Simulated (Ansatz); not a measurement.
## TiAl3: what symmetry allows forces and stress to be

```yaml
crystal:
  lattice:
    - [2.83238, 0.00000, 0.00000]
    - [0.00000, 4.60482, 0.00000]
    - [0.00000, 0.00000, 4.90030]
  atoms:
    - { symbol: Ti, position: [0.00000, 0.50000, 0.16645] }
    - { symbol: Al, position: [0.50000, 0.50000, 0.65922] }
    - { symbol: Al, position: [0.50000, 0.00000, 0.32935] }
    - { symbol: Al, position: [0.00000, 0.00000, 0.84498] }
```

Method: DFT PBE, scalar-relativistic, plane waves, PAW (Ansatz 0.2.0).

Plane waves to 420 eV, a k mesh through Γ of 14×10×10 on the computed 4-atom cell and Gaussian smearing (0.10 eV); no spin polarisation.

This distorted cell has space group Pmm2, with 4 operations.

Question: Without a calculation: in which directions can each atom feel a force?

Answer: A force must be left unchanged by every operation that keeps its atom in place, so it lies in the space that those operations leave fixed. Atoms that the group maps onto each other feel forces of one size.
```
atom site symmetry operations at the site equivalent to atom allowed force (Cartesian)
 Ti1            mm2                       4                   1   along (0.00, 0.00, 1.00)
 Al2            mm2                       4                   2   along (0.00, 0.00, 1.00)
 Al3            mm2                       4                   3   along (0.00, 0.00, 1.00)
 Al4            mm2                       4                   4   along (0.00, 0.00, 1.00)
```

That leaves 4 independent force components of 12, tied by 1 condition that the forces sum to zero, so 3 remain. A relaxation in this cell that keeps the symmetry moves the atoms in these directions alone.

Question: And the stress tensor?

Answer: It must be invariant under the point group, which leaves 3 independent components: yz, xz, xy vanish.

Question: Do the computed values obey this?

Answer: Yes. Forces (eV/Å):
```
Ti1  0.000  0.000 -0.219
Al2  0.000  0.000  0.300
Al3  0.000  0.000  0.243
Al4  0.000  0.000 -0.324
```

Stress (GPa, compression positive, xx yy zz yz xz xy): -0.17 3.94 2.26 0.00 0.00 0.00. The program imposes the same operations on density, forces and stress, so this confirms the analysis and is no independent test of the calculation.

This form isn't the usual stable structure of the compound.